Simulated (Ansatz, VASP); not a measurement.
One calculation of PbSe, two programs

```
CELL_PARAMETERS angstrom
0.00000 3.05158 3.05158
3.05158 0.00000 3.05158
3.05158 3.05158 0.00000
ATOMIC_POSITIONS crystal
Pb 0.00000 0.00000 0.00000
Se 0.50000 0.50000 0.50000
```

Alike in both runs: functional PBEsol; k mesh 10 × 10 × 10; occupations gaussian, width 0.01 eV; no spin polarisation.

Ansatz relaxed the structure, and its values are those at the end. VASP's run is a single point on that final structure, the one shown.

|  | VASP | Ansatz |
| --- | --- | --- |
| version | VASP 6.6.1 | Ansatz 0.2.0 |
| potentials or method | VASP PAW PBE potentials, release 64 (Pb_d, Se) | scalar-relativistic, plane waves, PAW |
| plane-wave cutoff (eV) | 520 | 420 |
| valence electrons in the cell | 20 | 30 |

|  | VASP | Ansatz | Ansatz less VASP |
| --- | --- | --- | --- |
| gap on the k mesh at the Fermi level (eV) | 0.17 | 0.17 | -0.003 |
| least direct gap on the mesh (eV) | 0.17 | 0.17 | -0.003 |
| pressure (GPa) | 0.0 | 0.0 | 0.00 |

The functional is the same, so the differences come from potentials, cutoffs and numerics. The two sets of potentials don't hold the same shells in valence.

Caveats: the PAW data sets were made with another functional, which shifts forces and pressure a little (VASP); spin-orbit coupling is left out, which as a rule narrows the gap of such compounds by several tenths of an eV.
